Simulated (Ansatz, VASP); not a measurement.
## One calculation of Ge, two programs

```
Ge
1.0
     1.39715   -2.60052    0.00000
     1.39715    2.60052    0.00000
     0.00000    0.00000    2.69823
Ge
1
Direct
  0.50000 0.50000 0.00000
```

This isn't the form of Ge at room conditions, which is diamond.

Alike in both runs: task single point; functional PBEsol; k mesh 11 × 11 × 10; occupations fermi-dirac, width 0.05 eV; no spin polarisation.

|  | VASP | Ansatz |
| --- | --- | --- |
| version | VASP 6.6.1 | Ansatz 0.2.0 |
| potentials or method | VASP PAW PBE potentials, release 64 (Ge_d) | Ansatz PAW |
| plane-wave cutoff (eV) | 520 | 420 |
| valence electrons in the cell | 14 | 14 |

VASP gave:

```
gap on the k mesh at the Fermi level (eV)       : none
pressure (GPa)                                  : -4.2
largest component of the traceless stress (GPa) : 1.74
```

Estimate Ansatz's values.

gap on the k mesh at the Fermi level (eV): none; pressure (GPa): -4.1; largest component of the traceless stress (GPa): 1.76.

A gap of «none» marks a metal or a gap that the smearing closes.

Caveats: the PAW data sets were made with another functional, which shifts forces and pressure a little (VASP); the PAW data sets come from PBE, with cores solved anew for the run's functional, which leaves a small shift of forces and pressure (Ansatz).
